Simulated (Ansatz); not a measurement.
Crystal: TaN.

```
Ta N
1.0
     0.00000    2.21132    2.21132
     2.21132    0.00000    2.21132
     2.21132    2.21132    0.00000
Ta N
1 1
Direct
  0.50000 0.50000 0.50000
  0.00000 0.00000 0.00000
```

The cell comes from a database or a generator and needn't be the stable form of this composition.

Program: Ansatz 0.2.0. Alike in all runs: cell as given. Hardware: 1 thread of Arm Neoverse V2, on a shared host.

Task: Order these runs on this cell by their wall time, lowest first.
A. task band structure; level LDA; potentials or basis all-electron LAPW, relativistic spinors; spin SOC, no magnetisation; k mesh 7 × 7 × 7; cutoff (eV) 355; smearing fermi-dirac 0.05 eV; basis error allowed 0.001 eV/atom; mesh quality coarse
B. task single point; level PBE; potentials or basis all-electron LAPW, scalar-relativistic; spin off; k mesh 4 × 4 × 4; cutoff (eV) 327; smearing fermi-dirac 0.03 eV; basis error allowed 0.002 eV/atom; mesh quality coarse
C. task band structure; level RPBE; potentials or basis all-electron LAPW, scalar-relativistic; spin off; k mesh 10 × 10 × 10; cutoff (eV) 355; smearing fermi-dirac 0.05 eV; basis error allowed 0.001 eV/atom; mesh quality not flagged

Result: B (3 s), C (15 s), A (100 s).

Caveats: some runs use coarse meshes; the k mesh is thin for a metal, which can move the energy by tens of meV per atom (some runs).

Not every run made on this cell is shown here.
